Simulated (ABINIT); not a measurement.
Runs of ABINIT 10.8.3 (patched build) on BaTiO3. The structure is tetragonal, space group P4mm (No. 99). Conventional cell: a = 4.000 Å, b = 4.000 Å, c = 4.018 Å, α = 90.00°, β = 90.00°, γ = 90.00°. Ba (site symmetry 4mm) has 12 O at 2.79 to 2.88 Å as nearest neighbours. Around Ti (site symmetry 4mm) lie 6 O at 1.89 to 2.13 Å. O (site symmetry 2mm) has 2 Ti at 2.00 Å as nearest neighbours. O (site symmetry 4mm) has 2 Ti at 1.89 to 2.13 Å as nearest neighbours. 

```tsv
level	potentials or basis	k mesh	mesh quality	gap on the mesh (eV)	pressure (GPa)	largest force (eV/Å)
PBEsol	JTH PAW PBE v2.0	6 × 6 × 6	not flagged	(c)	-2.5	0.32
LDA	JTH PAW LDA v2.0	3 × 3 × 3	coarse	1.94	-7.2	(b)
LDA	JTH PAW LDA v2.0	6 × 6 × 6	not flagged	1.70	-7.4	0.43
LDA	JTH PAW LDA v2.0	4 × 4 × 4	not flagged	1.69	-7.4	0.46
PBEsol	JTH PAW PBE v2.0	4 × 4 × 4	not flagged	1.73	-2.5	0.35
PBEsol	JTH PAW PBE v2.0	3 × 3 × 3	coarse	1.98	-2.3	(a)
```

Alike in all rows: task single point; no spin polarisation; cell as given; cutoff (eV) 626; smearing fermi-dirac 0.05 eV.

Task: Estimate the missing entries.

Result: (a) 0.52; (b) 0.60; (c) 1.74.

Caveats: some runs use coarse meshes; this set's barium file shifts pressures by 1.5 GPa and gaps by 0.1 eV against other sets; spin-orbit coupling is left out, which moves the levels of the heavy elements; the atomic spheres overlap; the PAW data sets were made with another functional, which shifts forces and pressure a little (some runs); an odd mesh through Γ misses points on the zone boundary, where band edges often lie (some runs).

A k mesh can miss the band edges, and the runs leave out spin-orbit coupling on Ba.

Runs at the PBE level aren't shown here.
